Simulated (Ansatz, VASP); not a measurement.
**SnSe in VASP and in Ansatz**

File INCAR:

```
SYSTEM = SnSe
ALGO = Normal
EDIFF = 1E-7
ENCUT = 520
GGA = PS
ISIF = 2
ISMEAR = 0
LASPH = .TRUE.
LCHARG = .TRUE.
LELF = .TRUE.
LREAL = .FALSE.
LVHAR = .TRUE.
LWAVE = .FALSE.
NBANDS = 17
NELM = 60
PREC = Accurate
SIGMA = 0.05
```

File KPOINTS:

```
k-points
0
G
  8 8 8
  0 0 0
```

Contents of POSCAR:

```
SnSe
1.0
    0.0000000000      3.0100000000      3.0100000000
    3.0100000000      0.0000000000      3.0100000000
    3.0100000000      3.0100000000      0.0000000000
Sn Se
1 1
Direct
    0.0000000000      0.0000000000      0.0000000000
    0.4688538206      0.4688538206      0.5311461794
```

Input for Ansatz:

```yaml
crystal:
  lattice:
    - [0.0, 3.01, 3.01]
    - [3.01, 0.0, 3.01]
    - [3.01, 3.01, 0.0]
  atoms:
    - { symbol: Sn, position: [0.0, 0.0, 0.0] }
    - { symbol: Se, position: [0.4688538206, 0.4688538206, 0.5311461794] }
basis:
  ecutwfc: 420
kpoints:
  mp_grid: { grid: [8, 8, 8] }
hamiltonian:
  xc: pbesol
scf:
  occupations: { method: gaussian, width: 0.05 }
output:
  forces: true
  stress: true
  eigenvalues: true
```

Change from the starting cell: all Se atoms moved +0.188 Å, as atom 2 towards its neighbour atom 1 (Sn) at 3.010 Å.

Alike in both runs: task single point; functional PBEsol; k mesh 8 × 8 × 8; occupations gaussian, width 0.05 eV; no spin polarisation.

|  | VASP | Ansatz |
| --- | --- | --- |
| version | VASP 6.6.1 | Ansatz 0.2.0 |
| potentials or method | VASP PAW PBE potentials, release 64 (Sn_d, Se) | scalar-relativistic, plane waves, PAW |
| plane-wave cutoff (eV) | 520 | 420 |
| valence electrons in the cell | 20 | 30 |

|  | VASP | Ansatz | Ansatz less VASP |
| --- | --- | --- | --- |
| gap on the k mesh at the Fermi level (eV) | 0.79 | 0.79 | -0.002 |
| least direct gap on the mesh (eV) | 0.80 | 0.79 | -0.007 |
| pressure (GPa) | -1.4 | -1.4 | -0.02 |
| largest component of the traceless stress (GPa) | 0.69 | 0.68 | -0.012 |
| rms of the force components (eV/Å) | 0.052 | 0.048 | -0.0038 |

Atom by atom the forces differ by 0.004 eV/Å (rms over components). The functional is the same, so the differences come from potentials, cutoffs and numerics. The two sets of potentials don't hold the same shells in valence.

Caveats: the PAW data sets were made with another functional, which shifts forces and pressure a little (VASP); spin-orbit coupling is left out, which moves the levels of the heavy elements. A k mesh can miss the band edges.
